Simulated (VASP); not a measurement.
Wanted: the native input for a VASP 6.6.1 run.

```
Task                   : relaxation of cell and atoms
Functional             : LDA
Potentials or basis    : VASP PAW LDA potentials, release 64 (Mg)
Cutoff                 : 600 eV
k mesh                 : 18 × 18 × 9
Occupations            : methfessel-paxton, width 0.1 eV
Spin                   : no spin polarisation
Further INCAR settings : ALGO = Normal; EDIFF = 1e-07; IBRION = 2; EDIFFG = -0.005; NSW = 90; ISIF = 3
```

The structure of Mg lies in POSCAR:

```
Mg                                      
1.0
    3.1368943342      0.0000000000      0.0000000000
   -1.5684471671      2.7166301824     -0.0000000000
    0.0000000000      0.0000000000      5.0217793881
  Mg            
     2
Direct
     0.3333333332999970    0.6666666667000030    0.2500000000000000
     0.6666666667000030    0.3333333332999970    0.7500000000000000
```

The input as run:

INCAR

```
SYSTEM = Mg
ALGO     = Normal         ! electronic algorithm
EDIFF    = 1E-7           ! SCF threshold, eV
EDIFFG   = -0.005         ! ionic threshold
ENCUT    = 600            ! plane-wave cutoff, eV
IBRION   = 2              ! ionic algorithm
ISIF     = 3              ! what is computed and relaxed
ISMEAR   = 1              ! smearing method
LASPH    = .True.         ! aspherical terms in the spheres
LCHARG   = .False.        ! write CHGCAR
LREAL    = .False.        ! projectors in reciprocal space
LWAVE    = .False.        ! write WAVECAR
NELM     = 80             ! most SCF steps
NSW      = 90             ! ionic steps
PREC     = Accurate       ! precision mode
SIGMA    = 0.1            ! smearing width, eV
```

KPOINTS

```
k-points
0
Gamma
  18 18 9
  0 0 0
```

Potentials or basis: VASP PAW LDA potentials, release 64 (Mg).

Command:

```sh
$ cat potpaw_LDA.64/Mg/POTCAR > POTCAR
$ mpirun -np 1 vasp_std > vasp.out
```

It gave:

| Property | Result |
| --- | --- |
| Relaxed volume | 21.42 Å³/atom |
| Relaxed cell | a = 3.138 Å, b = 3.138 Å, c = 5.024 Å, α = 90.00°, β = 90.00°, γ = 120.00° |
| Space group after relaxing (to 0.05 Å) | P6_3/mmc (No. 194) |
| Energy gained by relaxing | 0.0 meV/atom |
| Ionic steps | 2 |
| Pressure after relaxing | 0.0 GPa |
| Band gap on the k mesh | none (metal or under the smearing width) |

It took 95 s on 1 thread of AMD EPYC 7R43 64-Core Processor (Zen 3), on a shared host, peak memory 0.17 GiB.
